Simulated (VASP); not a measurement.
# Ge (Fd-3m) in VASP: settings compared

One crystal, Ge, is run at these levels: LDA, PBEsol; tasks: phonons, phonon dispersion.

All numbers are computed with VASP 6.6.1; they aren't measurements. Logs are shortened: lines on timing, memory, paths and dates and some standing lists are left out, and cuts for length are marked.

### Step 1. The structure

The structure is cubic, space group Fd-3m (No. 227). Conventional cell: a = 5.625 Å, b = 5.625 Å, c = 5.625 Å, α = 90.00°, β = 90.00°, γ = 90.00°. Ge (site symmetry -43m) has 4 Ge at 2.44 Å as nearest neighbours.

### Step 2. Phonons, LDA

The input, POSCAR:

```
Ge
1.0
    0.0000000000      2.8124386785      2.8124386785
    2.8124386785      0.0000000000      2.8124386785
    2.8124386785      2.8124386785      0.0000000000
  Ge
     2
Direct
     0.0000000000000000    0.0000000000000000    0.0000000000000000
     0.2500000000000000    0.2500000000000000    0.2500000000000000
```

The input, INCAR.step1:

```
SYSTEM = Ge
  ALGO = Normal
  EDIFF = 1E-8
  EDIFFG = -0.002
  ENCUT = 600
  GGA = CA
  IBRION = 2
  ISIF = 3
  ISMEAR = 0
  LASPH = .True.
  LCHARG = .False.
  LREAL = .False.
  LWAVE = .False.
  NELM = 80
  NSW = 40
  PREC = Accurate
  SIGMA = 0.03
```

The input, INCAR.step2:

```
SYSTEM = Ge
  ALGO = Normal
  EDIFF = 1E-8
  ENCUT = 600
  GGA = CA
  IBRION = 6
  ISIF = 2
  ISMEAR = 0
  LASPH = .True.
  LCHARG = .False.
  LREAL = .False.
  LWAVE = .False.
  NELM = 80
  NFREE = 2
  NSW = 1
  POTIM = 0.015
  PREC = Accurate
  SIGMA = 0.03
```

The input, KPOINTS:

```
k-points
0
Gamma
  10 10 10
  0 0 0
```

Potentials or basis: VASP PAW LDA potentials, release 64 (Ge_d).

Started as:

```sh
> cat potpaw_LDA.64/Ge_d/POTCAR > POTCAR
> cp INCAR.step1 INCAR
> mpirun -np 1 vasp_std > vasp.out
> cp CONTCAR POSCAR
> cp INCAR.step2 INCAR
> mpirun -np 1 vasp_std > vasp.out
```

OUTCAR:

```text
SYSTEM = Ge
   EDIFF = 1E-8
   ENCUT = 600
   GGA = CA
   IBRION = 6
   ISIF = 2
   ISMEAR = 0
   LASPH = .True.
   LREAL = .False.
   NELM = 80
   NFREE = 2
   NSW = 1
   POTIM = 0.015
   PREC = Accurate

 ion  position               nearest neighbor table
   1  0.000  0.000  0.000-   2 2.44   2 2.44   2 2.44   2 2.44
   2  0.250  0.250  0.250-   1 2.44   1 2.44   1 2.44   1 2.44

  LATTYP: Found a face centered cubic cell.
 ALAT       =     5.6248773570

  Lattice vectors:

 A1 = (   0.0000000000,   2.8124386785,   2.8124386785)
 A2 = (   2.8124386785,   0.0000000000,   2.8124386785)
 A3 = (   2.8124386785,   2.8124386785,   0.0000000000)

Analysis of symmetry for initial positions (statically):
=====================================================================
 Subroutine PRICEL returns:
 Original cell was already a primitive cell.

 Routine SETGRP: Setting up the symmetry group for a
 face centered cubic supercell.

 Subroutine GETGRP returns: Found 48 space group operations
 (whereof 24 operations were pure point group operations)
 out of a pool of 48 trial point group operations.

The static configuration has the point symmetry T_d .
 The point group associated with its full space group is O_h .

Analysis of symmetry for dynamics (positions and initial velocities):
=====================================================================
 Subroutine PRICEL returns:
 Original cell was already a primitive cell.

 Routine SETGRP: Setting up the symmetry group for a
 face centered cubic supercell.

 Subroutine GETGRP returns: Found 48 space group operations
 (whereof 24 operations were pure point group operations)
 out of a pool of 48 trial point group operations.

The dynamic configuration has the point symmetry T_d .
 The point group associated with its full space group is O_h .

 Subroutine INISYM returns: Found 48 space group operations
 (whereof 24 operations are pure point group operations),
 and found     1 'primitive' translations

----------------------------------------------------------------------------------------

                                     Primitive cell

  volume of cell :      44.4917

  direct lattice vectors                    reciprocal lattice vectors
     0.000000000  2.812438678  2.812438678    -0.177781654  0.177781654  0.177781654
     2.812438678  0.000000000  2.812438678     0.177781654 -0.177781654  0.177781654
     2.812438678  2.812438678  0.000000000     0.177781654  0.177781654 -0.177781654

  length of vectors
     3.977388922  3.977388922  3.977388922     0.307926857  0.307926857  0.307926857

  position of ions in fractional coordinates (direct lattice)
     0.000000000  0.000000000  0.000000000
     0.250000000  0.250000000  0.250000000

  ion indices of the primitive-cell ions
   primitive index   ion index
                 1           1
                 2           2

----------------------------------------------------------------------------------------

 KPOINTS: k-points

Automatic generation of k-mesh.
 Grid dimensions read from file:
 generate k-points for:   10   10   10

 Generating k-lattice:

  Cartesian coordinates                     Fractional coordinates (reciprocal lattice)
    -0.017778165  0.017778165  0.017778165     0.100000000  0.000000000  0.000000000
     0.017778165 -0.017778165  0.017778165     0.000000000  0.100000000  0.000000000
[... 51 lines left out ...]
   ICHARG =      2    charge: 1-file 2-atom 10-const
   ISPIN  =      1    spin polarized calculation?
   LNONCOLLINEAR =      F non collinear calculations
   LSORBIT =      F    spin-orbit coupling
   LASPH  =      T    aspherical Exc in radial PAW
   ENCUT  =  600.0 eV  44.10 Ry    6.64 a.u.   7.94  7.94  7.94*2*pi/ulx,y,z
   NELM   =     80;   NELMIN=  2; NELMDL=  0     # of ELM steps
   EDIFF  = 0.1E-07   stopping-criterion for ELM
   LREAL  =      F    real-space projection
   EDIFFG = 0.1E-06   stopping-criterion for IOM
   NSW    =     61    number of steps for IOM
   IBRION =      6    ionic relax: 0-MD 1-quasi-New 2-CG
   NFREE  =      2    steps in history (QN), initial steepest desc. (CG)
   ISIF   =      2    stress and relaxation
   ISYM   =      2    0-nonsym 1-usesym 2-fastsym
   POTIM  = 0.0150    time-step for ionic-motion
   TEBEG  =    0.0;   TEEND  =   0.0 temperature during run
   PSTRESS=    0.0 pullay stress
   NELECT =      28.0000    total number of electrons
   NUPDOWN=      -1.0000    fix difference up-down
   EMIN   =  10.00;   EMAX   =-10.00  energy-range for DOS
   EFERMI =   0.00;   METHOD = LEGACY
   ISMEAR =     0;   SIGMA  =   0.03  broadening in eV -4-tet -1-fermi 0-gaus
   EFERMI_NEDOS =   21; number of points for ismear=-14 and -15
   IALGO  =     38    algorithm
   IMIX   =      4    mixing-type and parameters
     AMIX     =   0.40;   BMIX     =  1.00
     AMIX_MAG =   1.60;   BMIX_MAG =  1.00
  volume/ion in A,a.u.               =      22.25       150.12
  Fermi-wavevector in a.u.,A,eV,Ry     =   1.402925  2.651144 26.778966  1.968198
  Thomas-Fermi vector in A             =   2.525638
   LORBIT       =      0    0 simple, 1 ext, 2 COOP (PROOUT), +10 PAW based schemes
   GGA     = CA    functional components
   LHFCALC =     F    Hartree Fock is set to
   AEXX    =    0.0000 exact exchange contribution
   IVDW    =     0    specifies the selected vdW correction
   LEPSILON=     F    determine dielectric tensor
   LRPA    =     F    only Hartree local field effects (RPA)
 finite differences with symmetry
 non-spin polarized calculation
 Gauss-broadening in eV      SIGMA  =   0.03
  energy-cutoff  :      600.00
  volume of cell :       44.49
 maximum number of plane-waves:      1524
   NGX = 15   NGY = 15   NGZ = 15

--------------------------------------- Ionic step        1  -------------------------------------------

 number of electron      27.9999995 magnetization

 Free energy of the ion-electron system (eV)
  ---------------------------------------------------
  ext. energy  EPLUGINS =         0.00000000
  ---------------------------------------------------
  free energy    TOTEN  =       -10.38869558 eV

  energy without entropy =      -10.38864502  energy(sigma->0) =      -10.38867030

------------------------ aborting loop because EDIFF is reached ----------------------------------------

  FORCE on cell =-STRESS in cart. coord.  units (eV):
  Direction    XX          YY          ZZ          XY          YZ          ZX
  --------------------------------------------------------------------------------------
  -------------------------------------------------------------------------------------
  Total        0.0026592      0.0026592      0.0026592      0.0000000      0.0000000      0.0000000
  in kB        0.0957580      0.0957580      0.0957580      0.0000000      0.0000000      0.0000000
  external PRESSURE =       0.0957580 kB  Pullay stress =       0.0000000 kB
[... 59 lines left out ...]
--------------------------------------- Ionic step        3  -------------------------------------------

 number of electron      27.9999996 magnetization

 Free energy of the ion-electron system (eV)
  ---------------------------------------------------
  ext. energy  EPLUGINS =         0.00000000
  ---------------------------------------------------
  free energy    TOTEN  =       -10.38746632 eV

  energy without entropy =      -10.38744768  energy(sigma->0) =      -10.38745700

 E-fermi :   4.9405     XC(G=0): -10.3709

 val. band max:        4.9130167631   @ k =   0.0000   0.0000   0.0000
 cond. band min:       4.9670229473   @ k =   0.0000   0.0000   0.0000
 fundamental gap:      0.0540061842
 Fermi energy:         4.9404934716

 k-point     1 :       0.0000    0.0000    0.0000
  band No.  band energies     occupation
      1     -20.0716      2.00000
      2     -20.0684      2.00000
      3     -20.0647      2.00000
      4     -20.0303      2.00000
      5     -20.0300      2.00000
      6     -19.8117      2.00000
[... 481 lines left out ...]
      5     -19.9435      2.00000
      6     -19.9183      2.00000
[... 10 lines left out ...]
     17      11.5807      0.00000
     18      12.1435      0.00000

 [... further k-points ...]
[... 5 lines left out ...]
  --------------------------------------------------------------------------------------
  -------------------------------------------------------------------------------------
  Total        0.0115643      0.0082299      0.0082299      0.0000000     -0.1297733      0.0000000
  in kB        0.4164382      0.2963654      0.2963654      0.0000000     -4.6732272      0.0000000
  external PRESSURE =       0.3363897 kB  Pullay stress =       0.0000000 kB
[... 17 lines left out ...]
  FREE ENERGIE OF THE ION-ELECTRON SYSTEM (eV)
  ---------------------------------------------------
  free  energy   TOTEN  =       -10.3874663222 eV

  energy  without entropy=      -10.3874476824  energy(sigma->0) =      -10.38745700

 INTERNAL STRAIN TENSORS FROM DISPLACED ATOMS
 ============================================

 INTERNAL STRAIN TENSOR FOR ION    1 for displacements in x,y,z  (eV/Angst):
          X           Y           Z          XY          YZ          ZX
  --------------------------------------------------------------------------------
  x     0.00000     0.00000     0.00000     0.00000     8.65044     0.00000
  y     0.00000     0.00000     0.00000     0.00000     0.00000     8.65044
  z     0.00000     0.00000     0.00000     8.65044     0.00000     0.00000

 INTERNAL STRAIN TENSOR FOR ION    2 for displacements in x,y,z  (eV/Angst):
          X           Y           Z          XY          YZ          ZX
  --------------------------------------------------------------------------------
  x    -0.00000    -0.00000    -0.00000     0.00000    -8.65044     0.00000
  y    -0.00000    -0.00000    -0.00000     0.00000     0.00000    -8.65044
  z    -0.00000    -0.00000    -0.00000    -8.65044     0.00000     0.00000

 Eigenvectors and eigenvalues of the dynamical matrix
 ----------------------------------------------------

   1 f  =    8.635431 THz    54.258010 2PiTHz  288.046957 cm-1    35.713255 meV
             X         Y         Z           dx          dy          dz
      0.000000  0.000000  0.000000     0.000000   -0.707107    0.000000
      1.406219  1.406219  1.406219     0.000000    0.707107    0.000000
[... 21 lines left out ...]
   6 f  =    0.000000 THz     0.000000 2PiTHz    0.000000 cm-1     0.000000 meV
             X         Y         Z           dx          dy          dz
      0.000000  0.000000  0.000000     0.000000    0.000000    0.707107
      1.406219  1.406219  1.406219     0.000000    0.000000    0.707107

 ELASTIC MODULI CONTR FROM IONIC RELAXATION (kBar)
 Direction    XX          YY          ZZ          XY          YZ          ZX
 --------------------------------------------------------------------------------
 XX          -0.0000     -0.0000     -0.0000     -0.0000     -0.0000     -0.0000
 YY          -0.0000     -0.0000     -0.0000     -0.0000     -0.0000     -0.0000
 ZZ          -0.0000     -0.0000     -0.0000     -0.0000     -0.0000     -0.0000
 XY          -0.0000     -0.0000     -0.0000   -243.2625      0.0000      0.0000
 YZ          -0.0000     -0.0000     -0.0000      0.0000   -243.2625      0.0000
 ZX          -0.0000     -0.0000     -0.0000      0.0000      0.0000   -243.2625
 --------------------------------------------------------------------------------
```

Run time: 1.7 min. Hardware: 1 thread of Intel Xeon Platinum 8559C (Emerald Rapids), shared host; peak memory 0.33 GiB.

What came out:

| Property | Result |
| --- | --- |
| Highest phonon frequency at Γ | 288 cm⁻¹ |

Phonon frequencies in cm⁻¹ (negative: imaginary):
| q point | frequencies |
| --- | --- |
| (0.000, 0.000, 0.000) | 0 0 0 288 288 288 |

### Step 3. Phonons, LDA, target pressure -1.5 GPa, at which the enthalpy is minimised

POSCAR is that of step 2.

INCAR.step1: that of step 2 with these lines changed.

```diff
@@ -16,2 +16,3 @@
   PREC = Accurate
+  PSTRESS = -15.0
   SIGMA = 0.03
```

INCAR.step2: that of step 2 with these lines changed.

```diff
@@ -17,2 +17,3 @@
   PREC = Accurate
+  PSTRESS = -15.0
   SIGMA = 0.03
```

KPOINTS is that of step 2.

Potentials or basis: VASP PAW LDA potentials, release 64 (Ge_d).

Started as:

```sh
> cat potpaw_LDA.64/Ge_d/POTCAR > POTCAR
> cp INCAR.step1 INCAR
> mpirun -np 1 vasp_std > vasp.out
> cp CONTCAR POSCAR
> cp INCAR.step2 INCAR
> mpirun -np 1 vasp_std > vasp.out
```

OUTCAR:

```text
SYSTEM = Ge
   EDIFF = 1E-8
   ENCUT = 600
   GGA = CA
   IBRION = 6
   ISIF = 2
   ISMEAR = 0
   LASPH = .True.
   LREAL = .False.
   NELM = 80
   NFREE = 2
   NSW = 1
   POTIM = 0.015
   PREC = Accurate
   PSTRESS = -15.0

 ion  position               nearest neighbor table
   1  0.000  0.000  0.000-   2 2.45   2 2.45   2 2.45   2 2.45
   2  0.250  0.250  0.250-   1 2.45   1 2.45   1 2.45   1 2.45

  LATTYP: Found a face centered cubic cell.
[... 826 lines left out ...]
  x    -0.00000    -0.00000    -0.00000     0.00000     8.00112     0.00000
  y    -0.00000     0.00000    -0.00000     0.00000     0.00000     8.00112
  z    -0.00000    -0.00000     0.00000     8.00112     0.00000     0.00000

 INTERNAL STRAIN TENSOR FOR ION    2 for displacements in x,y,z  (eV/Angst):
          X           Y           Z          XY          YZ          ZX
  --------------------------------------------------------------------------------
  x     0.00000     0.00000     0.00000     0.00000    -8.00112     0.00000
  y     0.00000    -0.00000     0.00000     0.00000     0.00000    -8.00112
  z     0.00000     0.00000     0.00000    -8.00112     0.00000     0.00000

 Eigenvectors and eigenvalues of the dynamical matrix
 ----------------------------------------------------

   1 f  =    8.376380 THz    52.630349 2PiTHz  279.405969 cm-1    34.641910 meV
             X         Y         Z           dx          dy          dz
      0.000000  0.000000  0.000000     0.000000   -0.707107    0.000000
      1.416923  1.416923  1.416923     0.000000    0.707107    0.000000
[... 21 lines left out ...]
   6 f  =    0.000000 THz     0.000000 2PiTHz    0.000000 cm-1     0.000000 meV
             X         Y         Z           dx          dy          dz
      0.000000  0.000000  0.000000     0.000000    0.000000    0.707107
      1.416923  1.416923  1.416923     0.000000    0.000000    0.707107

 ELASTIC MODULI CONTR FROM IONIC RELAXATION (kBar)
 Direction    XX          YY          ZZ          XY          YZ          ZX
 --------------------------------------------------------------------------------
 XX          -0.0000     -0.0000     -0.0000      0.0000      0.0000      0.0000
 YY          -0.0000     -0.0000     -0.0000      0.0000      0.0000     -0.0000
 ZZ          -0.0000     -0.0000     -0.0000      0.0000      0.0000      0.0000
 XY           0.0000      0.0000      0.0000   -216.2099      0.0000      0.0000
 YZ           0.0000      0.0000      0.0000      0.0000   -216.2099      0.0000
 ZX           0.0000     -0.0000      0.0000      0.0000      0.0000   -216.2099
 --------------------------------------------------------------------------------
```

OUTCAR.step1:

```text
SYSTEM = Ge
   EDIFF = 1E-8
   EDIFFG = -0.002
   ENCUT = 600
   GGA = CA
   IBRION = 2
   ISIF = 3
   ISMEAR = 0
[... 803 lines left out ...]
  -------------------------------------------------------------------------------------
  Total       -0.4293842     -0.4293842     -0.4293842      0.0000000      0.0000000     -0.0000000
  in kB      -15.1146331    -15.1146331    -15.1146331      0.0000000      0.0000000     -0.0000000
  external PRESSURE =      -0.1146331 kB  Pullay stress =     -15.0000000 kB
[... 21 lines left out ...]
  energy  without entropy=      -10.3838392021  energy(sigma->0) =      -10.38386783

  enthalpy is  TOTEN    =       -10.8100240486 eV   P V=       -0.4261275944

 reached required accuracy - stopping structural energy minimisation
```

It took 2.1 min on 1 thread of Intel Xeon Platinum 8559C (Emerald Rapids), shared host; peak memory 0.33 GiB.

What came out:

* Relaxed volume: 22.76 Å³/atom
* Relaxed cell: a = 4.008 Å, b = 4.008 Å, c = 4.008 Å, α = 60.00°, β = 60.00°, γ = 60.00°
* Space group after relaxing (to 0.05 Å): Fd-3m (No. 227)
* Highest phonon frequency at Γ: 279 cm⁻¹

The path:
```tsv
step	energy change (eV)	largest force (eV/Å)	pressure (GPa)	volume (Å³)
1	0.0000	0.0000	0.01	44.49
2	0.0085	0.0000	-1.97	45.85
3	0.0048	0.0000	-1.51	45.52
```

Final structure:
```
Ge
1.0
     0.00000    2.83385    2.83385
     2.83385    0.00000    2.83385
     2.83385    2.83385    0.00000
Ge
2
Direct
  0.00000 0.00000 0.00000
  0.25000 0.25000 0.25000
```

Phonon frequencies in cm⁻¹ (negative: imaginary):
```tsv
q point	frequencies
(0.000, 0.000, 0.000)	0 0 0 279 279 279
```

(Part 1 of 2 ends here.)
